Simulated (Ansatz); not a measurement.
Zone-centre phonons of RbBr at 42 GPa: input and output

These are results of Ansatz 0.2.0, DFT PBEsol, scalar-relativistic, plane waves, PAW, not measurements.

It can be run as:
```bash
ansatz run input.yaml --threads 1 --pin off --backend cpu --events-out ev --progress --plain --runs-dir out  # memory cap (--max-ram) not shown
```

Input (bare energies are in eV):
```yaml
crystal:
  lattice:
    - [3.3597939075, 0.0, 0.0]
    - [0.0, 3.3597939075, 0.0]
    - [0.0, 0.0, 3.3597939075]
  atoms:
    - { symbol: Rb, position: [0.0, 0.0, 0.0] }
    - { symbol: Br, position: [0.5, 0.5, 0.5] }
basis:
  ecutwfc: 420
kpoints:
  mp_grid: { grid: [6, 6, 6] }
hamiltonian:
  xc: pbesol
scf:
  occupations: { method: fixed }
output:
  eigenvalues: true
phonons:
  method: dfpt
  dielectric: true
  rigid_motions: translations
  eigenvectors: true
```

Results section of the output:
```
--- Phonons (Γ-DFPT): 2 representative perturbations + reference, on 40 of 216 k-points (Σ response iterations 5) ---
  k mesh reduced under 8 symmetry operations, with k and −k counted as one. Each operation leaves every solved perturbation unchanged. A smaller set is not considered because the run solves the response ...
  ASR residual: 3.596e-5 → 0.000e0 eV/Å²; symmetrization residual: 2.163e-6 eV/Å²
  ASR residual per site (eV/Å²): 7.56e-6 3.60e-5
  Γ frequencies (cm⁻¹): 0.00 0.00 0.00 239.23 239.23 239.23
  ε∞ (high-frequency dielectric tensor):
        4.584324    -0.000000     0.000000
       -0.000000     4.584324     0.000000
        0.000000     0.000000     4.584324
  ε⁰ (static dielectric tensor: ions relaxed, cell fixed):
        5.424000    -0.000000     0.000000
       -0.000000     5.424000     0.000000
        0.000000     0.000000     5.424000
  ε⁰ − ε∞ (ionic part):
        0.839676     0.000000     0.000000
        0.000000     0.839676     0.000000
        0.000000     0.000000     0.839676
  softest optical mode at Γ: 239.23 cm⁻¹; the repairs (sum rule, projections) moved no ω² at Γ by more than (0.41 cm⁻¹)²
  Born effective charges Z* (e; rows j = field, columns β = displacement):
    site 0:
         1.23675    0.00000    0.00000
        -0.00000    1.23675    0.00000
         0.00000    0.00000    1.23675
    site 1:
        -1.23675   -0.00000    0.00000
         0.00000   -1.23675    0.00000
         0.00000    0.00000   -1.23675
  Z* charge neutrality: 5.409e-3 e pre-enforcement
  solved inside a basis spanned on kpoints, on 8×8×8 k-points, its susceptibility summed on 10×10×10: ε∞ is read to err by 2.1e-2, Z* by 1.4e-2 e (field_mesh: kpoints solves on kpoints); Z* is corrected for ...
  optical modes at Γ without the LO–TO term, one row a degenerate level:
      ω (cm⁻¹) modes IR ((D/Å)²/amu)
        239.23      3             2.5635
  optical modes at Γ + LO–TO along q̂ = [1.0000, 0.0000, 0.0000]:
      ω (cm⁻¹) modes IR ((D/Å)²/amu)
        239.23      2             1.7090
        260.22      1             0.8545
  optical modes at Γ + LO–TO along q̂ = [0.0000, 1.0000, 0.0000]:
      ω (cm⁻¹) modes IR ((D/Å)²/amu)
        239.23      2             1.7090
        260.22      1             0.8545
  optical modes at Γ + LO–TO along q̂ = [0.0000, 0.0000, 1.0000]:
      ω (cm⁻¹) modes IR ((D/Å)²/amu)
        239.23      2             1.7090
        260.22      1             0.8545
```

Other phases may be more stable at this pressure. The run warned that the force constants aren't converged on this k mesh, so the frequencies and all that is formed from them are rough.

This CsCl-type form isn't the usual stable structure of the compound at low pressure.